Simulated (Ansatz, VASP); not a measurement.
**Al in VASP and in Ansatz**

```
Al
1.0
     0.00000    2.97626    2.97626
     2.97626    0.00000    2.97626
     2.97626    2.97626    0.00000
Al
2
Direct
  0.87500 0.87500 0.87500
  0.12500 0.12500 0.12500
```

Alike in both runs: functional LDA; k mesh 12 × 12 × 12; occupations fermi-dirac, width 0.08 eV; no spin polarisation.

Ansatz relaxed the structure, and its values are those at the end. VASP's run is a single point on that final structure, the one shown.

|  | VASP | Ansatz |
| --- | --- | --- |
| version | VASP 6.6.1 | Ansatz 0.2.0 |
| potentials or method | VASP PAW LDA potentials, release 64 (Al) | PAW with Ansatz's default frozen-core files, scalar-relativistic |
| plane-wave cutoff (eV) | 520 | 420 |
| valence electrons in the cell | 6 | 6 |

```csv
,VASP,Ansatz,Ansatz less VASP
pressure (GPa),0.0,0.0,-0.03
```
